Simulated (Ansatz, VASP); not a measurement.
**Al in VASP and in Ansatz**

```
Al
1.0
     4.31590    0.00000    0.00000
    -2.15795    3.73768    0.00000
     0.00000    0.00000    2.49382
Al
2
Direct
  0.33333 0.66667 0.50000
  0.66667 0.33333 0.50000
```

Alike in both runs: task single point; functional PBE; k mesh 6 × 6 × 6; occupations gaussian, width 0.1 eV; no spin polarisation.

|  | VASP | Ansatz |
| --- | --- | --- |
| version | VASP 6.6.1 | Ansatz 0.2.0 |
| potentials or method | VASP PAW PBE potentials, release 64 (Al) | scalar-relativistic, plane waves, PAW |
| plane-wave cutoff (eV) | 520 | 420 |
| valence electrons in the cell | 6 | 6 |

Ansatz gave:

| Quantity | Value |
| --- | --- |
| gap on the k mesh at the Fermi level (eV) | none |
| pressure (GPa) | 13.2 |
| largest component of the traceless stress (GPa) | 0.97 |

**Question.** Which values does VASP return?

**Answer.** gap on the k mesh at the Fermi level (eV): none; pressure (GPa): 13.2; largest component of the traceless stress (GPa): 0.99.

A gap of «none» marks a metal or a gap that the smearing closes. With one functional, cell and mesh, what is left measures potentials, basis and numerics.

Caveats: the k mesh is coarse (spacing up to 0.42 Å⁻¹), so the values aren't converged.
